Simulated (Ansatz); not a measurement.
# Ir: computed properties

Computed with DFT r2SCAN, scalar-relativistic, plane waves, PAW in Ansatz.

Settings: cutoff 500 eV, Γ-centred mesh 18×18×10 on the computed 2-atom cell, Gaussian smearing of 0.10 eV; no spin polarisation.

The structure is relaxed at this level of theory with its symmetry kept. This form isn't the element's structure at ambient conditions.

Space group P6_3/mmc (No. 194). a = 2.729 Å, b = 2.729 Å, c = 4.422 Å, α = 90.00°, β = 90.00°, γ = 120.00°
```
atom site symmetry x y z
  Ir    2c      -6m2  0.6667  0.3333  0.7500
```

```json
{
 "Space group": "P6_3/mmc (No. 194)",
 "Volume per atom": "14.26 Å³",
 "Formation energy from the elements' standard states (uncorrected)": "+0.092 eV/atom",
 "Generalised Kohn–Sham band gap": "none (metal)",
 "Density of states at the Fermi level": "2.29 states/eV per cell",
 "Löwdin character within 0.5 eV of the Fermi level": "Ir 5d 96 %",
 "Bulk modulus": "374 GPa",
 "Its pressure derivative": "5.1",
 "Bader charges (e)": "Ir (2 in the cell) 0.00"
}
```

Spin-orbit coupling is left out, which matters for the bands of heavy elements.